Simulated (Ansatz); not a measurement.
The cell below belongs to a search over invented structures; it isn't taken from experiment.

Input and command of a plane-wave DFT calculation in Ansatz:

```yaml
crystal:
  lattice:
    - [-2.05429597, 2.05429597, 2.20500215]
    - [2.05429597, -2.05429597, 2.20500215]
    - [2.05429597, 2.05429597, -2.20500215]
  atoms:
    - { symbol: Ga, position: [0.95441803, 0.45441803, 0.5] }
    - { symbol: Ga, position: [0.45441803, 0.95441803, 0.5] }
    - { symbol: O, position: [0.63617337, 0.63617337, 0.0] }
    - { symbol: O, position: [0.16897028, 0.66897028, 0.5] }
    - { symbol: O, position: [0.66897028, 0.16897028, 0.5] }
basis:
  ecutwfc: 420
kpoints:
  mp_grid: { grid: [6, 6, 6] }
hamiltonian:
  xc: pbe
scf:
  occupations: { method: gaussian, width: 0.1 }
  lower_state_search: "off"
output:
  forces: true
  stress: true
  eigenvalues: true
relax:
  adjacent_minimum: "off"
  f_tol: 0.04
  max_steps: 70
  cell: { stress_tol: 0.4 }
```

```bash
ansatz run input.yaml --threads 1 --pin off --max-ram 2560MiB --backend cpu --events-out ev --progress --plain --runs-dir out
```

Processor: Intel(R) Xeon(R) Platinum 8259CL CPU @ 2.50GHz (Skylake/Cascade Lake), 1 thread, on a host shared with other jobs.

Task: How long does it run, and how much memory does it take?

Result: About 2.6 min, peak memory 0.43 GiB. It solves 27 bands at 30 k points (after reduction by symmetry) with about 1291 plane waves (on the last cell), in 156 SCF iterations over 21 ionic steps.
